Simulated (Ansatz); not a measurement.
Space group Im-3m (No. 229). a = 3.184 Å, b = 3.184 Å, c = 3.184 Å, α = 90.00°, β = 90.00°, γ = 90.00°
| atom | site | symmetry | x | y | z |
| --- | --- | --- | --- | --- | --- |
| W | 2a | m-3m | 0.0000 | 0.0000 | 0.0000 |

Equation of state of this W structure (not necessarily the ground state), with shape and atoms relaxed at each volume where symmetry leaves them free. It has no gap at any of these volumes. All numbers below come from DFT PBE, scalar-relativistic, plane waves, PAW in Ansatz.

Plane waves to 420 eV, a k mesh through Γ of 18×18×18 on the computed 1-atom cell and Gaussian smearing (0.10 eV); no spin polarisation.

```csv
V (Å³/atom),E − E(largest V) (meV/atom),P (GPa)
14.197,146.11,50.66
14.681,17.21,35.04
15.165,-67.95,21.56
15.649,-115.09,9.93
16.133,-129.63,0.00
16.617,-116.43,-8.45
17.101,-79.62,-15.63
17.746,0.00,-23.55
```

**Question.** Fit a third-order Birch–Murnaghan equation to E(V).

**Answer.** V0 = 16.13 Å³/atom, B0 = 304 GPa, B0' = 4.2.

Spin-orbit coupling is left out, which matters for the bands of heavy elements.